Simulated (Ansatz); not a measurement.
# Al16Cu: the cost of one run

Method: DFT PBE+D3(BJ), scalar-relativistic, plane waves, PAW, in Ansatz 0.2.0.

2 further runs of the same task are left out: 2 set aside as unsound or not needed.

## 1. The starting structure

Symmetry: Fm-3m, No. 225, cubic system. Conventional cell: a = 3.982 Å, b = 3.982 Å, c = 3.982 Å, α = 90.00°, β = 90.00°, γ = 90.00°. Al (site symmetry m-3m) is surrounded by 12 Al at 2.82 Å.

As a file:

```cif
data_structure
_symmetry_space_group_name_H-M 'P 1'
_symmetry_Int_Tables_number 1
_cell_length_a 2.8157
_cell_length_b 2.8157
_cell_length_c 2.8157
_cell_angle_alpha 60.000
_cell_angle_beta 60.000
_cell_angle_gamma 60.000
_cell_volume 15.79
loop_
_atom_site_label
_atom_site_type_symbol
_atom_site_fract_x
_atom_site_fract_y
_atom_site_fract_z
_atom_site_occupancy
Al1 Al 0.00000 0.00000 0.00000 1
```

It is the result of an earlier relaxation at this level (volume 15.79 Å³/atom; gap on the mesh: none (metal)).

## 2. Setting up the map

Atoms count from 1 in the order of the input.

Cu is moved over the surface cell at a fixed height above a rigid substrate; the origin of the map has the adsorbate above Al13; the height is held at 3.10 Å.

- position of Cu17 along the first surface vector, from above Al13: 4 values from 0.00 to 0.75, periodic
- position of Cu17 along the second surface vector, from above Al13: 4 values from 0.00 to 0.75, periodic

Nothing else is relaxed. Points are written as (first, second).

The two vectors of the plane (Å): (2.816, 0.000, 0.000); (0.000, 3.982, 0.000).

## 3. The run at (0/4, 0/4) of the map's two axes

The cell repeats along c, and a dipole correction in the vacuum removes the field between the copies.

The input, input.yaml:

```yaml
crystal:
  lattice:
    - [5.6314608543, 0.0, 0.0]
    - [0.0, 7.9640883162, 0.0]
    - [0.0, 0.0, 21.3288851192]
  atoms:
    - { symbol: Al, position: [0.25, 0.25, 0.1875391038] }
    - { symbol: Al, position: [0.25, 0.75, 0.1875391038] }
    - { symbol: Al, position: [0.75, 0.25, 0.1875391038] }
    - { symbol: Al, position: [0.75, 0.75, 0.1875391038] }
    - { symbol: Al, position: [0.0, 0.0, 0.2535465489] }
    - { symbol: Al, position: [0.0, 0.5, 0.2535465489] }
    - { symbol: Al, position: [0.5, 0.0, 0.2535465489] }
    - { symbol: Al, position: [0.5, 0.5, 0.2535465489] }
    - { symbol: Al, position: [0.25, 0.25, 0.3225569796] }
    - { symbol: Al, position: [0.25, 0.75, 0.3225569796] }
    - { symbol: Al, position: [0.75, 0.25, 0.3225569796] }
    - { symbol: Al, position: [0.75, 0.75, 0.3225569796] }
    - { symbol: Al, position: [0.0, 0.0, 0.3858094351] }
    - { symbol: Al, position: [0.0, 0.5, 0.3858094351] }
    - { symbol: Al, position: [0.5, 0.0, 0.3858094351] }
    - { symbol: Al, position: [0.5, 0.5, 0.3858094351] }
    - { symbol: Cu, position: [0.0, 0.0, 0.5311522405] }
basis:
  ecutwfc: 420
kpoints:
  mp_grid: { grid: [5, 4, 1] }
hamiltonian:
  xc: pbe
  pseudopotentials: { kind: paw, azcp: { folder: soft_1 } }
  dispersion: d3bj
scf:
  occupations: { method: gaussian, width: 0.1 }
output:
  forces: true
  eigenvalues: true
efield:
  axis: 3
  dipole_correction: true
  ramp_width: 0.04
```

The run is started by

```console
$ ansatz run input.yaml --threads 1 --pin off --max-ram 3072MiB --backend cpu --events-out ev --progress --plain --runs-dir out
```

Q: Estimate wall time and peak memory on 1 thread of Arm Neoverse V2, shared host.

About 46 s, with a peak of 0.89 GiB.
